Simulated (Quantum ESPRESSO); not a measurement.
# CuAu (R-3m) in Quantum ESPRESSO: phonons with LDA

Aim: the phonons of CuAu with LDA.

All numbers are computed with Quantum ESPRESSO 7.5; they aren't measurements. Logs are shortened: lines on timing, memory, paths and dates and some standing lists are left out, and cuts for length are marked.

### 1 The crystal as given

It takes space group R-3m (No. 166, trigonal). Conventional cell: a = 2.886 Å, b = 2.886 Å, c = 12.769 Å, α = 90.00°, β = 90.00°, γ = 120.00°. Au (site symmetry -3m) is surrounded by 6 Cu at 2.70 Å and 6 Au at 2.89 Å. Around Cu (site symmetry -3m) lie 6 Au at 2.70 Å and 6 Cu at 2.89 Å.

The cell comes from a database or a generator and needn't be the stable form of this composition.

### 2 Phonons, LDA

Contents of pw.in:

```
&CONTROL
  calculation = 'scf'
  prefix = 'pwscf'
  outdir = './tmp'
  pseudo_dir = './pseudo'
  tprnfor = .true.
  tstress = .true.
  disk_io = 'low'
/
&SYSTEM
  ibrav = 0
  celldm(1) = 8
  nat = 2
  ntyp = 2
  ecutwfc = 56
  ecutrho = 448
  nbnd = 22
  occupations = 'smearing'
  smearing = 'mv'
  degauss = 0.00999582
/
&ELECTRONS
  conv_thr = 4d-10
  electron_maxstep = 120
  mixing_beta = 0.5
/
ATOMIC_SPECIES
Au   196.9666 au_lda_v1.uspp.F.UPF
Cu    63.5460 cu_lda_v1.2.uspp.F.UPF
CELL_PARAMETERS alat
  0.3408727780996   0.1968029901973   1.0053746347176
 -0.3408727780996   0.1968029901973   1.0053746347176
  0.0000000000000  -0.3936059803947   1.0053746347176
ATOMIC_POSITIONS crystal
Au     0.0000000000    0.0000000000    0.0000000000
Cu     0.5000000000    0.5000000000    0.5000000000
K_POINTS automatic
9 9 9 0 0 0
```

Contents of relax.in:

```
&CONTROL
  calculation = 'vc-relax'
  prefix = 'pwscf'
  outdir = './tmp'
  pseudo_dir = './pseudo'
  tprnfor = .true.
  tstress = .true.
  disk_io = 'low'
  nstep = 40
  forc_conv_thr = 0.0001
  etot_conv_thr = 1d-06
/
&SYSTEM
  ibrav = 0
  celldm(1) = 8
  nat = 2
  ntyp = 2
  ecutwfc = 56
  ecutrho = 448
  nbnd = 22
  occupations = 'smearing'
  smearing = 'mv'
  degauss = 0.00999582
/
&ELECTRONS
  conv_thr = 4d-10
  electron_maxstep = 120
  mixing_beta = 0.5
/
&IONS
  ion_dynamics = 'bfgs'
/
&CELL
  cell_dynamics = 'bfgs'
  press = 0
  press_conv_thr = 0.2
/
ATOMIC_SPECIES
Au   196.9666 au_lda_v1.uspp.F.UPF
Cu    63.5460 cu_lda_v1.2.uspp.F.UPF
CELL_PARAMETERS alat
  0.3408727781014   0.1968029901963   1.0053746347176
 -0.3408727781014   0.1968029901963   1.0053746347176
 -0.0000000000000  -0.3936059803926   1.0053746347176
ATOMIC_POSITIONS crystal
Au     0.0000000000    0.0000000000    0.0000000000
Cu     0.5000000000    0.5000000000    0.5000000000
K_POINTS automatic
9 9 9 0 0 0
```

Contents of scf2.in:

```
&CONTROL
  calculation = 'scf'
  prefix = 'pwscf'
  outdir = './tmp'
  pseudo_dir = './pseudo'
  tprnfor = .true.
  tstress = .true.
  disk_io = 'low'
/
&SYSTEM
  ibrav = 0
  celldm(1) = 8
  nat = 2
  ntyp = 2
  ecutwfc = 56
  ecutrho = 448
  nbnd = 22
  occupations = 'smearing'
  smearing = 'mv'
  degauss = 0.00999582
/
&ELECTRONS
  conv_thr = 1d-13
  electron_maxstep = 120
  mixing_beta = 0.5
  startingpot = 'file'
  startingwfc = 'file'
/
ATOMIC_SPECIES
Au   196.9666 au_lda_v1.uspp.F.UPF
Cu    63.5460 cu_lda_v1.2.uspp.F.UPF
CELL_PARAMETERS alat
  0.3271780034564   0.1888963083685   0.9983412494720
 -0.3271780034564   0.1888963083685   0.9983412494720
 -0.0000000000000  -0.3777926167369   0.9983412494720
ATOMIC_POSITIONS crystal
Au     0.0000000000    0.0000000000    0.0000000000
Cu     0.5000000000    0.5000000000    0.5000000000
K_POINTS automatic
9 9 9 0 0 0
```

Contents of ph.in:

```
phonons of CuAu
&INPUTPH
  prefix = 'pwscf'
  outdir = './tmp'
  tr2_ph = 1d-18
  fildyn = 'dyn'
  niter_ph = 90
  alpha_mix(1) = 0.4
/
0.0000000000 0.0000000000 0.0000000000
```

Contents of dynmat.in:

```
&INPUT
  fildyn = 'dyn'
  asr = 'crystal'
  filout = 'dynmat.disp'
  fileig = 'dynmat.eig'
/
```

Potentials or basis: GBRV 1.5 LDA.

Launch:

```bash
$ OMP_NUM_THREADS=1 pw.x -in pw.in > pw.out
$ OMP_NUM_THREADS=1 pw.x -in relax.in > relax.out
$ OMP_NUM_THREADS=1 pw.x -in scf2.in > scf2.out
$ OMP_NUM_THREADS=1 ph.x -in ph.in > ph.out
$ OMP_NUM_THREADS=1 dynmat.x -in dynmat.in > dynmat.out
```

pw.out:

```text
This program is part of the open-source Quantum ESPRESSO suite
     for quantum simulation of materials; please cite
         "P. Giannozzi et al., J. Phys.:Condens. Matter 21 395502 (2009);
         "P. Giannozzi et al., J. Phys.:Condens. Matter 29 465901 (2017);
         "P. Giannozzi et al., J. Chem. Phys. 152 154105 (2020);
     in publications or presentations arising from this work. More details at

     Message from routine setup:
     using ibrav=0 with symmetry is DISCOURAGED, use correct ibrav instead

     G-vector sticks info
     --------------------
     sticks:   dense  smooth     PW     G-vecs:    dense   smooth      PW
     Sum        1593     787    261                33121    11679    2267

     Using Slab Decomposition

     bravais-lattice index     =            0
     lattice parameter (alat)  =       8.0000  a.u.
     unit-cell volume          =     207.1921 (a.u.)^3
     number of atoms/cell      =            2
     number of atomic types    =            2
     number of electrons       =        30.00
     number of Kohn-Sham states=           22
     kinetic-energy cutoff     =      56.0000  Ry
     charge density cutoff     =     448.0000  Ry
     scf convergence threshold =      4.0E-10
     mixing beta               =       0.5000
     number of iterations used =            8  plain     mixing
     Exchange-correlation= SLA  PZ   NOGX NOGC
                           (   1   1   0   0   0   0   0)

     celldm(1)=   8.000000  celldm(2)=   0.000000  celldm(3)=   0.000000
     celldm(4)=   0.000000  celldm(5)=   0.000000  celldm(6)=   0.000000

     crystal axes: (cart. coord. in units of alat)
               a(1) = (   0.340873   0.196803   1.005375 )
               a(2) = (  -0.340873   0.196803   1.005375 )
               a(3) = (   0.000000  -0.393606   1.005375 )

     reciprocal axes: (cart. coord. in units 2 pi/alat)
               b(1) = (  1.466823  0.846871  0.331551 )
               b(2) = ( -1.466823  0.846871  0.331551 )
               b(3) = (  0.000000 -1.693741  0.331551 )

     PseudoPot. # 1 for Au read from file:
     au_lda_v1.uspp.F.UPF
     Pseudo is Ultrasoft + core correction, Zval = 11.0
     Generated by new atomic code, or converted to UPF format
     Using radial grid of  985 points,  7 beta functions with:
                l(1) =   0
                l(2) =   0
                l(3) =   1
                l(4) =   1
                l(5) =   2
                l(6) =   2
                l(7) =   3
     Q(r) pseudized with  6 coefficients,  rinner =    1.900   1.900   1.900
                                                       1.900   1.900   1.900
                                                       1.900

     PseudoPot. # 2 for Cu read from file:
     cu_lda_v1.2.uspp.F.UPF
     Pseudo is Ultrasoft + core correction, Zval = 19.0
     Generated by new atomic code, or converted to UPF format
     Using radial grid of  867 points,  6 beta functions with:
                l(1) =   0
                l(2) =   0
                l(3) =   1
                l(4) =   1
                l(5) =   2
                l(6) =   2
     Q(r) pseudized with  8 coefficients,  rinner =    1.150   1.150   1.150
                                                       1.150   1.150

     atomic species   valence    mass     pseudopotential
     Au               11.00   196.96660     Au( 1.00)
     Cu               19.00    63.54600     Cu( 1.00)

     12 Sym. Ops., with inversion, found

   Cartesian axes

     site n.     atom                  positions (alat units)
         1        Au     tau(   1) = (   0.0000000   0.0000000   0.0000000  )
         2        Cu     tau(   2) = (   0.0000000  -0.0000000   1.5080620  )

     number of k points=    85  Marzari-Vanderbilt smearing, width (Ry)=  0.0100
                       cart. coord. in units 2pi/alat
        k(    1) = (   0.0000000   0.0000000   0.0000000), wk =   0.0027435
        k(    2) = (   0.0000000  -0.1881935   0.0368390), wk =   0.0164609
        k(    3) = (   0.0000000  -0.3763869   0.0736781), wk =   0.0164609
        k(    4) = (   0.0000000  -0.5645804   0.1105171), wk =   0.0164609
        k(    5) = (   0.0000000  -0.7527739   0.1473562), wk =   0.0164609
        k(    6) = (  -0.1629803  -0.0940967   0.0736781), wk =   0.0164609
[... 77 lines left out ...]
        k(   84) = (   0.0000000   0.0000000   0.4420685), wk =   0.0054870
        k(   85) = (  -0.0000000   1.5055477   0.1473562), wk =   0.0164609

     Dense  grid:    33121 G-vectors     FFT dimensions: (  60,  60,  60)

     Smooth grid:    11679 G-vectors     FFT dimensions: (  45,  45,  45)

     Check: negative core charge=   -0.000002

     Initial potential from superposition of free atoms

     starting charge      28.9999, renormalised to      30.0000
     Starting wfcs are   22 randomized atomic wfcs

     Self-consistent Calculation

     iteration #  1     ecut=    56.00 Ry     beta= 0.50
     Davidson diagonalization with overlap
     ethr =  1.00E-02,  avg # of iterations =  5.2

     total energy              =    -517.64268646 Ry
     estimated scf accuracy    <       1.79797290 Ry

     iteration #  2     ecut=    56.00 Ry     beta= 0.50
     Davidson diagonalization with overlap
     ethr =  5.99E-03,  avg # of iterations =  2.1

     total energy              =    -518.14337745 Ry
     estimated scf accuracy    <       1.50119904 Ry

     iteration #  3     ecut=    56.00 Ry     beta= 0.50
     Davidson diagonalization with overlap
     ethr =  5.00E-03,  avg # of iterations =  1.5

     total energy              =    -518.39796783 Ry
     estimated scf accuracy    <       0.49115322 Ry

     iteration #  4     ecut=    56.00 Ry     beta= 0.50
     Davidson diagonalization with overlap
     ethr =  1.64E-03,  avg # of iterations =  2.0

     total energy              =    -518.45187164 Ry
     estimated scf accuracy    <       0.01574599 Ry

     iteration #  5     ecut=    56.00 Ry     beta= 0.50
     Davidson diagonalization with overlap
     ethr =  5.25E-05,  avg # of iterations =  3.2

     total energy              =    -518.45507213 Ry
     estimated scf accuracy    <       0.00246314 Ry

     iteration #  6     ecut=    56.00 Ry     beta= 0.50
     Davidson diagonalization with overlap
     ethr =  8.21E-06,  avg # of iterations =  3.5

     total energy              =    -518.45555471 Ry
     estimated scf accuracy    <       0.00068730 Ry

     iteration #  7     ecut=    56.00 Ry     beta= 0.50
     Davidson diagonalization with overlap
     ethr =  2.29E-06,  avg # of iterations =  2.5
[... 11 lines left out ...]
     iteration #  9     ecut=    56.00 Ry     beta= 0.50
     Davidson diagonalization with overlap
     ethr =  2.71E-08,  avg # of iterations =  1.6

     total energy              =    -518.45564131 Ry
     estimated scf accuracy    <       0.00000005 Ry

     iteration # 10     ecut=    56.00 Ry     beta= 0.50
     Davidson diagonalization with overlap
     ethr =  1.75E-10,  avg # of iterations =  4.8

     total energy              =    -518.45564141 Ry
     estimated scf accuracy    <          3.9E-09 Ry

     iteration # 11     ecut=    56.00 Ry     beta= 0.50
     Davidson diagonalization with overlap
     ethr =  1.31E-11,  avg # of iterations =  2.4

     total energy              =    -518.45564141 Ry
     estimated scf accuracy    <          2.5E-09 Ry

     iteration # 12     ecut=    56.00 Ry     beta= 0.50
     Davidson diagonalization with overlap
     ethr =  8.31E-12,  avg # of iterations =  1.3

     total energy              =    -518.45564141 Ry
     estimated scf accuracy    <          2.5E-09 Ry

     iteration # 13     ecut=    56.00 Ry     beta= 0.50
     Davidson diagonalization with overlap
     ethr =  8.31E-12,  avg # of iterations =  1.1

     End of self-consistent calculation

          k = 0.0000 0.0000 0.0000 (  1495 PWs)   bands (ev):

   -97.0425 -54.8986 -54.8780 -54.8780   4.8209   7.8801   9.5426   9.5426
    10.5498  10.5498  11.5998  12.1182  12.1182  12.7537  12.7537  14.1971
    18.8375  28.9344  30.1491  30.1491  31.8289  34.2516

          k = 0.0000-0.1882 0.0368 (  1487 PWs)   bands (ev):

   -97.0424 -54.8983 -54.8802 -54.8786   5.1976   8.0945   9.4049   9.7728
    10.2605  10.5632  11.6444  12.0461  12.1619  12.1780  12.6883  15.2236
    19.0226  27.6836  29.4121  29.5978  31.1894  32.3034

          k = 0.0000-0.3764 0.0737 (  1473 PWs)   bands (ev):

   -97.0419 -54.8978 -54.8858 -54.8801   6.2284   8.5073   9.3066   9.6113
    10.3464  10.6478  11.5429  11.7456  12.0540  12.2801  12.5283  16.6278
    19.8913  23.7978  28.1124  28.5456  29.9203  31.3090

          k = 0.0000-0.5646 0.1105 (  1472 PWs)   bands (ev):

   -97.0414 -54.8972 -54.8923 -54.8817   7.3707   8.5656   9.1389  10.0187
    10.5359  11.2252  11.3036  11.5692  12.3148  12.4190  12.4673  17.6414
    19.9227  21.9324  24.8294  27.6330  29.0317  29.1230

          k = 0.0000-0.7528 0.1474 (  1460 PWs)   bands (ev):

   -97.0411 -54.8967 -54.8964 -54.8828   7.6107   8.5278   9.6086  10.5528
    10.5661  11.0727  11.5504  11.9056  12.2299  12.5592  13.5719  16.2971
    19.2185  21.8164  24.6035  27.1745  27.6607  28.0930

          k =-0.1630-0.0941 0.0737 (  1478 PWs)   bands (ev):

   -97.0424 -54.8984 -54.8802 -54.8786   5.2316   8.0962   9.4131   9.7748
    10.2819  10.5435  11.6360  12.0309  12.1189  12.1387  12.7690  14.9353
    19.3627  28.1524  29.1409  29.2260  30.9635  32.3455

          k =-0.1630-0.2823 0.1105 (  1480 PWs)   bands (ev):

   -97.0420 -54.8980 -54.8840 -54.8798   5.9748   8.4662   9.1703   9.8128
    10.2304  10.5664  11.5880  11.7920  11.9948  12.2483  12.6405  15.7442
    20.2194  25.6343  26.9555  28.7457  30.4161  31.7837

          k =-0.1630-0.4705 0.1474 (  1465 PWs)   bands (ev):

   -97.0416 -54.8974 -54.8895 -54.8818   7.2065   8.6558   9.2187   9.3984
    10.3565  11.1539  11.3341  11.8148  12.0533  12.4002  12.5041  16.7105
    21.6964  21.8924  25.7930  26.9235  27.6076  32.2113
[... 433 lines left out ...]
          k =-0.1630 1.4115 0.1105 (  1476 PWs)   bands (ev):

   -97.0420 -54.8981 -54.8839 -54.8798   7.1027   8.3183   9.1990   9.5746
    10.4379  10.7216  10.8488  11.7652  12.0216  12.0559  12.4859  12.8930
    25.4684  25.9718  27.2275  29.6281  30.7098  31.6174

          k =-0.1630 1.2233 0.1474 (  1472 PWs)   bands (ev):

   -97.0416 -54.8974 -54.8895 -54.8818   8.0461   8.2055   9.2315   9.4714
    10.4238  11.1693  11.4660  11.7755  12.0947  12.3663  12.8371  13.5198
    21.6725  24.1595  27.7069  28.8626  29.0375  30.3188

          k = 1.1409 0.6587-0.1842 (  1475 PWs)   bands (ev):

   -97.0419 -54.8979 -54.8858 -54.8801   7.3762   8.2743   9.3015   9.5215
    10.5523  10.6861  10.9646  11.7298  12.0881  12.3275  12.4371  12.9257
    23.6671  27.1789  27.7809  28.7503  29.2902  31.0839

          k = 0.0000 0.0000 0.4421 (  1508 PWs)   bands (ev):

   -97.0425 -54.8988 -54.8780 -54.8780   6.0171   8.1262   9.6821   9.6821
     9.7651  11.0748  11.0748  11.5732  11.8120  11.8120  12.1859  12.1859
    26.0810  29.2626  29.4446  32.0600  32.0601  32.4490

          k =-0.0000 1.5055 0.1474 (  1482 PWs)   bands (ev):

   -97.0423 -54.8985 -54.8802 -54.8786   6.4581   8.2324   9.4960   9.6166
     9.9273  10.8086  10.9758  11.7731  11.8690  11.8937  12.2401  12.4420
    26.9537  27.4943  29.0205  29.6753  30.4011  32.6571

     the Fermi energy is    14.3605 ev

!    total energy              =    -518.45564141 Ry
     estimated scf accuracy    <          4.3E-11 Ry
     smearing contrib. (-TS)   =      -0.00021083 Ry
     internal energy E=F+TS    =    -518.45543059 Ry

     The total energy is F=E-TS. E is the sum of the following terms:
     one-electron contribution =    -313.11325407 Ry
     hartree contribution      =     180.20296007 Ry
     xc contribution           =    -100.28751452 Ry
     ewald contribution        =    -285.25762207 Ry

     convergence has been achieved in  13 iterations

     Forces acting on atoms (cartesian axes, Ry/au):

     atom    1 type  1   force =    -0.00000000   -0.00000000   -0.00000000
     atom    2 type  2   force =    -0.00000000   -0.00000000   -0.00000000

     Total force =     0.000000     Total SCF correction =     0.000000

     Computing stress (Cartesian axis) and pressure

          total   stress  (Ry/bohr**3)                   (kbar)     P=     -132.64
  -0.00096472  -0.00000000  -0.00000000         -141.92       -0.00       -0.00
  -0.00000000  -0.00096472  -0.00000000           -0.00     -141.92       -0.00
  -0.00000000  -0.00000000  -0.00077552           -0.00       -0.00     -114.08

=------------------------------------------------------------------------------=
   JOB DONE.
=------------------------------------------------------------------------------=
```

Wall time 26 min (1 thread of AMD EPYC 9R45 (Zen 5), shared host); peak memory 0.3 GiB.

Results:

```yaml
Free_energy: -7054.0747 eV
Relaxed_volume: 14.04 Å³/atom
Relaxed_cell: a = 4.519 Å, b = 4.519 Å, c = 4.519 Å, α = 35.70°, β = 35.70°, γ = 35.70°
Space_group_after_relaxing_to_0.05_Å: R-3m (No. 166)
Pressure_after_relaxing: -0.1 GPa
Band_gap_on_the_k_mesh: none (metal or under the smearing width)
Highest_phonon_frequency_at_Γ: 225 cm⁻¹
```

The path:
```tsv
step	energy change (eV)	largest force (eV/Å)	pressure (GPa)	volume (Å³)
1	0.0000	0.0000	-13.26	30.70
2	-0.1144	0.0000	-3.82	28.67
3	-0.1242	0.0000	1.31	27.88
4	-0.1261	0.0000	0.46	28.00
5	-0.1279	0.0000	0.04	28.07
6	-0.1284	0.0000	-0.03	28.09
7	-0.1284	0.0000	-0.01	28.09
```

Final structure:
```
Au Cu
1.0
     1.38508    0.79968    4.22640
    -1.38508    0.79968    4.22640
     0.00000   -1.59935    4.22640
Au Cu
1 1
Cartesian
  0.0000 0.0000 0.0000
  0.0000 0.0000 6.3396
```

Phonon frequencies in cm⁻¹ (negative: imaginary):
```
              q point           frequencies
(0.000, 0.000, 0.000)  -6 -6 -5 107 107 225
```

Optical modes at Γ, degenerate ones joined:
```
cm⁻¹  components  symmetry  active in
 107           2        Eu         IR
 225           1       A2u         IR
```
